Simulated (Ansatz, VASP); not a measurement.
## Two plane-wave programs on Ta

Contents of POSCAR:

```
Ta
1.0
   -1.6821345635      1.6821345635      1.6821345635
    1.6821345635     -1.6821345635      1.6821345635
    1.6821345635      1.6821345635     -1.6821345635
Ta
1
Direct
    0.0000000000      0.0000000000      0.0000000000
```

INCAR.step1

```
PREC = Accurate
ENCUT = 520
ISMEAR = 0
SIGMA = 0.05
LREAL = False
LASPH = True
NELM = 150
MAGMOM = 0 0 0
LSORBIT = True
GGA_COMPAT = False
LMAXMIX = 4
NBANDS = 22
GGA = PE
ALGO = Normal
EDIFF = 1E-4
LWAVE = True
LCHARG = False
```

The input INCAR.step2:

```
PREC = Accurate
ENCUT = 520
EDIFF = 1E-7
ISMEAR = 0
SIGMA = 0.05
LREAL = False
LASPH = True
NELM = 150
ALGO = Normal
ISIF = 2
LWAVE = False
LCHARG = False
MAGMOM = 0 0 0
LORBIT = 11
LSORBIT = True
GGA_COMPAT = False
LORBMOM = True
LMAXMIX = 4
METAGGA = R2SCAN
LMIXTAU = True
NBANDS = 22
ISTART = 1
```

The input KPOINTS:

```
Automatic mesh
0
Gamma
  8 8 8
```

Input for Ansatz:

```yaml
crystal:
  lattice:
    - [-1.6821345635, 1.6821345635, 1.6821345635]
    - [1.6821345635, -1.6821345635, 1.6821345635]
    - [1.6821345635, 1.6821345635, -1.6821345635]
  atoms:
    - { symbol: Ta, position: [0.0, 0.0, 0.0] }
basis:
  ecutwfc: 500
  ecutrho_ratio: 4
kpoints:
  mp_grid: { grid: [8, 8, 8] }
hamiltonian:
  xc: r2scan
scf:
  occupations: { method: gaussian, width: 0.05 }
output:
  forces: true
  stress: true
  eigenvalues: true
  populations: true
  topological_invariants: true
magnetization:
  noncollinear: true
  spin_orbit: true
```

Alike in both runs: task single point; functional r2SCAN; k mesh 8 × 8 × 8; occupations gaussian, width 0.05 eV; non-collinear spin, spin-orbit coupling.

|  | VASP | Ansatz |
| --- | --- | --- |
| version | VASP 6.6.1 | Ansatz 0.2.0 |
| potentials or method | VASP PAW PBE potentials, release 64 (Ta_pv) | plane waves, PAW |
| plane-wave cutoff (eV) | 520 | 500 |
| valence electrons in the cell | 11 | 13 |

Ansatz gave:

- gap on the k mesh at the Fermi level (eV): none
- pressure (GPa): -11.8
- net moment per atom (μB): 0.00

Q: Estimate VASP's values.

A: gap on the k mesh at the Fermi level (eV): none; pressure (GPa): -11.7; net moment per atom (μB): 0.00.

A gap of «none» marks a metal or a gap that the smearing closes. With one functional, cell and mesh, what is left measures potentials, basis and numerics. The two sets of potentials don't hold the same shells in valence.

Caveats: the PAW data sets were made with another functional, which shifts forces and pressure a little (VASP).
